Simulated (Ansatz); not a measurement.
A relaxed cell of LiNbO3 is given with its symmetry left out. The cell was found from a structure generator's guess, not taken from experiment.

These are results of Ansatz 0.2.0, DFT PBE, scalar-relativistic, plane waves, PAW, not measurements. Cutoff 420 eV, Γ-centred mesh, Gaussian smearing, no spin polarisation.

```cif
data_structure
_symmetry_space_group_name_H-M 'P 1'
_symmetry_Int_Tables_number 1
_cell_length_a 4.1951
_cell_length_b 4.1951
_cell_length_c 5.6344
_cell_angle_alpha 90.000
_cell_angle_beta 90.000
_cell_angle_gamma 120.000
_cell_volume 85.88
loop_
_atom_site_label
_atom_site_type_symbol
_atom_site_fract_x
_atom_site_fract_y
_atom_site_fract_z
_atom_site_occupancy
Li1 Li 0.00000 0.00000 0.00000 1
Nb1 Nb 0.00000 0.00000 0.50000 1
O1 O 0.50000 0.00000 0.50000 1
O2 O 0.00000 0.50000 0.50000 1
O3 O 0.50000 0.50000 0.50000 1
```

Energies over the elements count from the elements' standard structures at the same level (O₂ as a molecule), with no fitted energy shifts.

(1) What space group does it have?

(2) What is its formation energy per atom?

(3) Is it a metal?

Answers

(1) P6/mmm (No. 191). Conventional cell: a = 4.195 Å, c = 5.634 Å. Li is surrounded by 2 Nb at 2.82 Å; Nb is surrounded by 6 O at 2.10 Å and 2 Li at 2.82 Å; O is surrounded by 2 Nb at 2.10 Å and 4 O at 2.10 Å.

(2) −0.57 eV/atom.

(3) Yes, bands cross the Fermi level on the 12×12×8 mesh.

The last run used a 12×12×8 mesh (in the run's order of axes) for its 5-atom cell and Gaussian smearing of 0.10 eV. Symmetry constrained the relaxation, so the result can be a saddle point. Another cell of LiNbO3 relaxed alike, in R3c (a measured cell (COD)), lies 2.00 eV/atom lower, so this cell isn't the stable form at this level.
